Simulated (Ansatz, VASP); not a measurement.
# In3Ga13O24 (Ga1.6In0.4O3, monoclinic beta-Ga2O3 type): VASP beside Ansatz, part 2 of 2

Wanted: the spread between two codes on one cell, functional and k mesh. The cell is invented: As first built, before any earlier steps moved the atoms (in the runner's words): 1x2x1 conventional cells of the Ga2O3 type (40 atoms: 24 O, 13 Ga, 3 In); Ga/In share their sites, the best of 600 random draws by like-pair counts in two shells; start lattice of Ga2O3; atoms moved at random by 0.02 A. It may not be a known or stable phase. Of the first pair: The structure shown is the start of the Ansatz relaxation below; VASP solves that cell, so the two are compared at the walk's first step.

VASP 6.6.1 and Ansatz 0.2.0.

So far: Starting point; Ansatz: relaxation, PBE.

**3. VASP: single point, PBE, start cell, pair 1**

Level of this step: PBE; plane waves and PAW (O, Ga_d, In_d); invented cell (VASP).

The same cell, functional, mesh and smearing now go to VASP, with its own data sets.

Lines of VASP's logs that name or quote its potential files are left out, and so is its time.

File INCAR:

```
SYSTEM = In3Ga13O24
PREC = Accurate
ENCUT = 520
EDIFF = 1E-06
NELM = 120
ISMEAR = -1
SIGMA = 0.01
LREAL = Auto
ALGO = Normal
GGA = PE
NBANDS = 204
LORBIT = 11
LWAVE = .FALSE.
LCHARG = .FALSE.
ISIF = 2
ISYM = 0
LASPH = .TRUE.
GGA_COMPAT = .FALSE.
EFERMI = MIDGAP
KPAR = 4
```

File POSCAR:

```
In3Ga13O24
1.0
   12.2140000000      0.0000000000      0.0000000000
    0.0000000000      6.0742000000      0.0000000000
   -1.3859900000      0.0000000000      5.6300100000
O Ga In
24 13 3
Direct
    0.1600423234      0.0019920319      0.1089163252
    0.3330156809      0.2522965987      0.8900161811
    0.1778078745      0.9926903954      0.5603542445
    0.3270430344      0.2487405749      0.4391111206
    0.4973861777      0.0015804550      0.2568379097
    0.0033292957      0.2506009022      0.7465883720
    0.6653846963      0.2430937407      0.1158079648
    0.8344901371      0.0029139640      0.8884353669
    0.6756811537      0.2489381318      0.5685247451
    0.8276691553      0.9978927266      0.4264468447
    0.9968728072      0.2467650061      0.2601061099
    0.5043478494      0.9987817326      0.7400519715
    0.1635122881      0.5048566066      0.1132324809
    0.3355312457      0.7510783313      0.8934975249
    0.1736782888      0.4940732936      0.5691286516
    0.3261892599      0.7479997366      0.4369263998
    0.4944397548      0.4964439762      0.2574240543
    0.0031174129      0.7514405189      0.7448654621
    0.6677976249      0.7491521517      0.1101596622
    0.8348277479      0.5039676007      0.8919877585
    0.6740797898      0.7562806625      0.5642973991
    0.8264766255      0.4957360640      0.4306564287
    0.9946505563      0.7503868822      0.2527881833
    0.5023374362      0.5025517764      0.7414551662
    0.0891365108      0.9989463633      0.7907801229
    0.4113824267      0.2547825228      0.2091825769
    0.1615931480      0.2435711699      0.3173173760
    0.9090657220      0.0046261236      0.2031967972
    0.6603013024      0.0059760956      0.3163227064
    0.8418535136      0.2496131178      0.6880271971
    0.0905480779      0.4963451977      0.7970145701
    0.1619418110      0.7515063712      0.3180811402
    0.3434474993      0.5003621876      0.6859845720
    0.5895314597      0.7509960159      0.7966415690
    0.9085430647      0.4992756248      0.2094134824
    0.6578791053      0.5026834810      0.3156122280
    0.8412366978      0.7531856047      0.6884357221
    0.3415573800      0.0005762076      0.6876541960
    0.5917632076      0.2516874650      0.7974053332
    0.4087999735      0.7550953212      0.2053282321
```

File KPOINTS:

```
Points of the shifted mesh
18
Reciprocal
 0.2500000000  0.0000000000  0.0000000000 1
 0.2500000000  0.0000000000  0.3333333333 1
 0.2500000000  0.0000000000  0.6666666667 1
 0.2500000000  0.3333333333  0.0000000000 1
 0.2500000000  0.3333333333  0.3333333333 1
 0.2500000000  0.3333333333  0.6666666667 1
 0.2500000000  0.6666666667  0.0000000000 1
 0.2500000000  0.6666666667  0.3333333333 1
 0.2500000000  0.6666666667  0.6666666667 1
 0.7500000000  0.0000000000  0.0000000000 1
 0.7500000000  0.0000000000  0.3333333333 1
 0.7500000000  0.0000000000  0.6666666667 1
 0.7500000000  0.3333333333  0.0000000000 1
 0.7500000000  0.3333333333  0.3333333333 1
 0.7500000000  0.3333333333  0.6666666667 1
 0.7500000000  0.6666666667  0.0000000000 1
 0.7500000000  0.6666666667  0.3333333333 1
 0.7500000000  0.6666666667  0.6666666667 1
```

PAW data sets: O, Ga_d and In_d (PBE family, release 64).

Run with:

```sh
$ mpirun -np 4 vasp_std
```

Numbers of over 12 decimals in the logs are rounded to 6 here.

The log of the run:

```text
[banner, memory and clock lines left out]
running    4 mpi-ranks, on    1 nodes
[...]
LDA part: xc-table for (Slater+PW92), standard interpolation
 POSCAR, INCAR and KPOINTS ok, starting setup
[...]
entering main loop
       N       E                     dE             d eps       ncg     rms          rms(c)
DAV:   1     0.751197875378E+04    0.75120E+04   -0.12933E+05  7768   0.311E+03
DAV:   2     0.184440825712E+04   -0.56676E+04   -0.52852E+04  7344   0.966E+02
DAV:   3     0.150355045226E+02   -0.18294E+04   -0.17289E+04  9064   0.369E+02
DAV:   4    -0.244619387178E+03   -0.25965E+03   -0.25390E+03  8764   0.148E+02
[...]
DAV:  17    -0.226796548387E+03   -0.73146E-06   -0.35011E-05 11128   0.459E-02    0.203E-02
DAV:  18    -0.226796546596E+03    0.17910E-05   -0.86235E-06  8840   0.380E-02    0.173E-02
DAV:  19    -0.226796546431E+03    0.16453E-06   -0.33331E-06  6200   0.199E-02
   1 F= -.22679655E+03 E0= -.22679655E+03  d E =0.000000E+00
```

Parts of OUTCAR (step 3):

```text
  Total       66.5079078     75.4678348     70.2070859      3.8822577     -0.0214858     -0.1363548
  in kB      255.1101272    289.4784931    269.2993840     14.8915112     -0.0824149     -0.5230278
  external PRESSURE =     271.2960014 kB  Pullay stress =       0.0000000 kB

 POSITION                                       TOTAL-FORCE (eV/Angst)
 -----------------------------------------------------------------------------------
      1.80380      0.01210      0.61320         0.699264     -0.216941     -0.390008
      2.83390      1.53250      5.01080        -0.472923      2.713043      2.812744
      1.39510      6.02980      3.15480        -4.262956      0.286852     -0.632620
      3.38590      1.51090      2.47220         0.609830      1.636973     -1.657107
      5.71910      0.00960      1.44600         3.118895      4.926108      0.870317
     -0.99410      1.52220      4.20330        -0.082504     -0.306663     -0.125984
      7.96650      1.47660      0.65200         1.284009      0.844735      4.216977
      8.96110      0.01770      5.00190        -0.272312     -0.006088      0.037399
      7.46480      1.51210      3.20080         3.396906      0.221578     -3.640537
      9.51810      6.06140      2.40090        -0.664452      0.014187      1.202610
     11.81530      1.49890      1.46440         0.361067      0.718634      0.064652
      5.13440      6.06680      4.16650         0.597288     -3.980418     -0.262297
      1.84020      3.06660      0.63750         0.304846     -0.510741     -0.092713
      2.85980      4.56220      5.03040        -2.160185     -3.028763     -3.899998
[...]
-----------------------------------------------------------------------------------
    total drift:                               -0.012247     -0.033023      0.005461

  FREE ENERGIE OF THE ION-ELECTRON SYSTEM (eV)
  ---------------------------------------------------
  free  energy   TOTEN  =      -226.7965464311 eV

  energy  without entropy=     -226.7965464311  energy(sigma->0) =     -226.79654643

[... 3 further parts left out ...]
[key lines of the parts left out:]
E-fermi :   6.1279
```

The run ends at a pressure of 27.13 GPa, with forces up to 5.9 eV/Å.

**4. Side by side**

Known differences besides the potentials themselves: the cutoff is 420 eV in Ansatz and 520 eV in VASP (PREC = Accurate, projectors in real space). Total energies have different zeros and are not compared.

Forces on 8 of the 40 atoms, those with the largest forces and the largest differences (eV/Å; atoms numbered as in POSCAR):

```
atom          Ansatz x, y, z            VASP x, y, z
  O2    -0.445, 2.699, 2.776    -0.473, 2.713, 2.813
  O3   -4.227, 0.282, -0.636   -4.263, 0.287, -0.633
  O5     3.122, 4.933, 0.867     3.119, 4.926, 0.870
  O7     1.269, 0.844, 4.224     1.284, 0.845, 4.217
  O9    3.405, 0.215, -3.633    3.397, 0.222, -3.641
 O14  -2.144, -3.009, -3.947  -2.160, -3.029, -3.900
 O17    3.464, -2.805, 0.975    3.461, -2.840, 0.982
 O24   -2.341, 3.906, -0.720   -2.343, 3.918, -0.726
```

The forces differ by 14 meV/Å r.m.s., which is 1.0 % of the r.m.s. force of 1.430 eV/Å (both taken over all components).

**5. Ansatz: relaxation, PBE**

This run makes the geometry at which the two programs are then compared. The cell compared in this pair holds 462.99 Å³, against 417.69 Å³ for the pair before.

The structure compared here is the end of the Ansatz relaxation.

File input.yaml:

```yaml
crystal:
  lattice:
    - [12.214, 0.0, 0.0]
    - [0.0, 6.0742, 0.0]
    - [-1.38599, 0.0, 5.63001]
  atoms:
    - { symbol: O, position: [0.16004, 0.00199, 0.10891] }
    - { symbol: O, position: [0.33302, 0.25229, 0.89002] }
    - { symbol: O, position: [0.17781, 0.99269, 0.56035] }
    - { symbol: O, position: [0.32704, 0.24874, 0.43911] }
    - { symbol: O, position: [0.49739, 0.00158, 0.25684] }
    - { symbol: O, position: [0.00333, 0.2506, 0.74658] }
    - { symbol: O, position: [0.66538, 0.24309, 0.1158] }
    - { symbol: O, position: [0.83449, 0.00291, 0.88844] }
    - { symbol: O, position: [0.67568, 0.24893, 0.56852] }
    - { symbol: O, position: [0.82767, 0.99789, 0.42645] }
    - { symbol: O, position: [0.99687, 0.24676, 0.2601] }
    - { symbol: O, position: [0.50435, 0.99879, 0.74005] }
    - { symbol: O, position: [0.16351, 0.50485, 0.11324] }
    - { symbol: O, position: [0.33553, 0.75108, 0.89349] }
    - { symbol: O, position: [0.17368, 0.49407, 0.56912] }
    - { symbol: O, position: [0.32619, 0.748, 0.43692] }
    - { symbol: O, position: [0.49444, 0.49645, 0.25742] }
    - { symbol: O, position: [0.00312, 0.75144, 0.74487] }
    - { symbol: O, position: [0.6678, 0.74916, 0.11016] }
    - { symbol: O, position: [0.83483, 0.50397, 0.89199] }
    - { symbol: O, position: [0.67408, 0.75628, 0.56429] }
    - { symbol: O, position: [0.82648, 0.49574, 0.43066] }
    - { symbol: O, position: [0.99465, 0.75039, 0.25278] }
    - { symbol: O, position: [0.50234, 0.50256, 0.74145] }
    - { symbol: Ga, position: [0.08914, 0.99894, 0.79078] }
    - { symbol: Ga, position: [0.41138, 0.25478, 0.20918] }
    - { symbol: Ga, position: [0.16159, 0.24357, 0.31732] }
    - { symbol: Ga, position: [0.90907, 0.00463, 0.2032] }
    - { symbol: Ga, position: [0.6603, 0.00597, 0.31633] }
    - { symbol: Ga, position: [0.84185, 0.24962, 0.68803] }
    - { symbol: Ga, position: [0.09055, 0.49634, 0.79701] }
    - { symbol: Ga, position: [0.16194, 0.75151, 0.31808] }
    - { symbol: Ga, position: [0.34345, 0.50036, 0.68599] }
    - { symbol: Ga, position: [0.58953, 0.751, 0.79665] }
    - { symbol: Ga, position: [0.90854, 0.49928, 0.20941] }
    - { symbol: Ga, position: [0.65788, 0.50269, 0.31561] }
    - { symbol: Ga, position: [0.84124, 0.75319, 0.68844] }
    - { symbol: In, position: [0.34156, 0.00057, 0.68765] }
    - { symbol: In, position: [0.59176, 0.25169, 0.7974] }
    - { symbol: In, position: [0.4088, 0.7551, 0.20532] }
kpoints:
  mp_grid: { grid: [2, 3, 3], shift: [0.5, 0.0, 0.0] }
hamiltonian:
  xc: pbe
scf:
  occupations: { method: fermi_dirac, width: 0.01 }
output:
  forces: true
  stress: true
relax:
  f_tol: 0.02
  max_steps: 45
  cell: { stress_tol: 0.1 }
```

Run with:

```sh
$ ansatz run input.yaml --threads 8 --pin off --max-ram 15360MiB --backend cpu --events-out ev --progress --plain --runs-dir out
```

The log of the run:

```text
[...]
Crystal: 40 atoms, lattice volume = 417.692 Å³
Basis set: ecut = 420 eV, 8175 PW (Γ), exchange–correlation on 180×90×80 points (8 copies of the dense FFT grid, shifted against one another)
Bands: 216, of which v1, the nominal top of the filled ones, is band 176 counted from 1 (175 counted from 0)
Symmetry: 1 space group operations
[...]
- { symbol: Ga, position: [0.332892, 0.504374, 0.681705] }
    - { symbol: Ga, position: [0.595804, 0.750935, 0.800520] }
    - { symbol: Ga, position: [0.909820, 0.500353, 0.202861] }
    - { symbol: Ga, position: [0.670304, 0.497333, 0.322821] }
    - { symbol: Ga, position: [0.845058, 0.748967, 0.686971] }
    - { symbol: In, position: [0.334761, 0.00159226, 0.684574] }
    - { symbol: In, position: [0.592646, 0.260463, 0.797871] }
    - { symbol: In, position: [0.417066, 0.744183, 0.212538] }
[key lines of the parts left out:]
SCF converged after 5 iterations
Free energy (F): -79601.163534 eV
Fermi energy:    8.474171 eV
P = ⅓ Tr σ = 0.0290 GPa (0.290 kbar)
```

**6. VASP: single point, PBE, relaxed cell, pair 2**

The same cell, functional, mesh and smearing now go to VASP, with its own data sets.

Changes to INCAR since step 3:

```diff
@@ -2,3 +2,3 @@
 PREC = Accurate
-ENCUT = 520
+ENCUT = 600
 EDIFF = 1E-06
```

File POSCAR:

```
In3Ga13O24
1.0
   12.6402840000     -0.0022980000      0.0162070000
   -0.0011430000      6.3117740000      0.0008740000
   -1.4268920000      0.0010710000      5.8012880000
O Ga In
24 13 3
Direct
    0.1572100000      0.0023300000      0.1046500000
    0.3403900000      0.2699800000      0.9039100000
    0.1587600000      0.0061300000      0.5494100000
    0.3232500000      0.2628800000      0.4248200000
    0.5057800000      0.0194200000      0.2601900000
    0.0030300000      0.2502200000      0.7430900000
    0.6818900000      0.2504200000      0.1297700000
    0.8413300000      0.9970800000      0.8904900000
    0.6880300000      0.2488400000      0.5606100000
    0.8310700000      0.9907600000      0.4387200000
    0.9902400000      0.2496200000      0.2508800000
    0.5067400000      0.9846600000      0.7419000000
    0.1524200000      0.4974900000      0.1068200000
    0.3188400000      0.7334700000      0.8881500000
    0.1676300000      0.4883400000      0.5612100000
    0.3118600000      0.7371600000      0.4327700000
    0.5119300000      0.4789000000      0.2756500000
    0.0052500000      0.7475700000      0.7448900000
    0.6631000000      0.7494800000      0.1163000000
    0.8391900000      0.5006200000      0.8898500000
    0.6785200000      0.7487200000      0.5717400000
    0.8320900000      0.5082700000      0.4390500000
    0.9931100000      0.7491800000      0.2525200000
    0.4963500000      0.5263900000      0.7430900000
    0.0842600000      0.9995500000      0.7914700000
    0.4143900000      0.2548300000      0.2125700000
    0.1506500000      0.2514900000      0.3076000000
    0.9098300000      0.9983600000      0.2048500000
    0.6677300000      0.0027400000      0.3206700000
    0.8464300000      0.2488300000      0.6943700000
    0.0877300000      0.4982600000      0.7917900000
    0.1509200000      0.7492900000      0.3003100000
    0.3328900000      0.5043700000      0.6817100000
    0.5958000000      0.7509300000      0.8005200000
    0.9098200000      0.5003500000      0.2028600000
    0.6703000000      0.4973300000      0.3228200000
    0.8450600000      0.7489700000      0.6869700000
    0.3347600000      0.0015900000      0.6845700000
    0.5926500000      0.2604600000      0.7978700000
    0.4170700000      0.7441800000      0.2125400000
```

KPOINTS is that of step 3.

Run with:

```sh
$ mpirun -np 4 vasp_std
```

The log of the run:

```text
[... set-up lines as in an earlier step ...]
 entering main loop
       N       E                     dE             d eps       ncg     rms          rms(c)
DAV:   1     0.775572259111E+04    0.77557E+04   -0.14251E+05  7840   0.328E+03
DAV:   2     0.197333627313E+04   -0.57824E+04   -0.53822E+04  7344   0.103E+03
DAV:   3     0.555405128345E+02   -0.19178E+04   -0.18046E+04  9000   0.386E+02
DAV:   4    -0.244418356411E+03   -0.29996E+03   -0.29197E+03  8736   0.157E+02
[...]
DAV:  17    -0.234052651159E+03    0.64796E-05   -0.74564E-05 10752   0.600E-02    0.226E-02
DAV:  18    -0.234052647534E+03    0.36251E-05   -0.39402E-05 10280   0.590E-02    0.902E-03
DAV:  19    -0.234052647191E+03    0.34262E-06   -0.41168E-06  6528   0.278E-02
   1 F= -.23405265E+03 E0= -.23405265E+03  d E =0.000000E+00
```

From OUTCAR (step 6):

```text
  Total        1.1001981      1.3679341      0.9976234     -0.0057707      0.0031007      0.1593292
  in kB        3.8072542      4.7337592      3.4522926     -0.0199695      0.0107301      0.5513614
  external PRESSURE =       3.9977686 kB  Pullay stress =       0.0000000 kB

 POSITION                                       TOTAL-FORCE (eV/Angst)
 -----------------------------------------------------------------------------------
      1.83785      0.01446      0.60965         0.020337      0.004936     -0.016067
      3.01254      1.70424      5.24959        -0.020691     -0.006558      0.011446
      1.22282      0.03891      3.18986        -0.001915     -0.004452     -0.006942
      3.47950      1.65895      2.46997        -0.003301     -0.006980      0.011517
      6.02192      0.12169      1.51765         0.014337      0.001855      0.006616
     -1.02230      1.58012      4.31115        -0.001506     -0.000106     -0.000394
      8.43383      1.57917      0.76410         0.032916     -0.001344     -0.010498
      9.36288      6.29236      5.18050        -0.020550     -0.004551      0.017769
      7.89668      1.56964      3.26363        -0.010856      0.000664     -0.000890
      9.87782      6.25201      2.55948         0.017403      0.001496      0.013507
     12.15865      1.57354      1.47169         0.000245      0.001145      0.004618
      5.34560      6.21458      4.31305        -0.013487     -0.011109     -0.008700
      1.77364      3.13981      0.62260         0.014904     -0.004609     -0.025351
      2.76210      4.62972      5.15822        -0.035960      0.007270      0.008346
[...]
-----------------------------------------------------------------------------------
    total drift:                               -0.007083     -0.017947     -0.001308

  FREE ENERGIE OF THE ION-ELECTRON SYSTEM (eV)
  ---------------------------------------------------
  free  energy   TOTEN  =      -234.0526471912 eV

  energy  without entropy=     -234.0526471912  energy(sigma->0) =     -234.05264719

[... 1 part as in an earlier step ...]

[... 2 further parts left out ...]
[key lines of the parts left out:]
E-fermi :   4.6027
```

The run ends at a pressure of 0.40 GPa, with forces up to 0.038 eV/Å.

**7. Side by side**

What differs besides the data sets and the points named for the pairs above, as far as they apply: the cutoff is 420 eV in Ansatz and 600 eV in VASP (PREC = Accurate, projectors in real space); Ansatz's pressure holds a Pulay correction, VASP's none. Total energies have different zeros and are not compared.

Compared:

```
              quantity  Ansatz   VASP  difference
        pressure (GPa)    0.03   0.40       -0.37
gap on the k mesh (eV)   1.878  1.865      +0.014
```

At this near-relaxed geometry the largest component of a force difference is 32 meV/Å. A gap on the mesh is an upper bound, since the band edges may lie between its points.

**8. Results**

```json
{
 "r.m.s. force difference (single point, PBE, start cell, pair 1)": "0.97 % of the r.m.s. force",
 "difference in gap on the k mesh (single point, PBE, relaxed cell, pair 2)": "0.014 eV",
 "r.m.s. force difference (single point, PBE, relaxed cell, pair 2)": "9.2 meV/Å"
}
```

In words: The r.m.s. force difference is 9.2 meV/Å (single point, PBE, relaxed cell, pair 2), within the 12 meV/Å picked in this series as the mark of a large difference. Such differences can come from data sets, numerical settings and the points named under the comparisons, not from the functional's error against experiment.

[Lines on the potential files, build, host, timing and source positions are cut from VASP's logs without a mark.]

[Logs are printed without paths, hosts, clocks, repeated set-up lines and the standing remarks that a program may print on its own settings, such as how far it seeks lower states.]

[Hosts, paths, dates, database ids (printed as entryN), source tags and the programs' standing remarks are cut or masked in the printed files.]
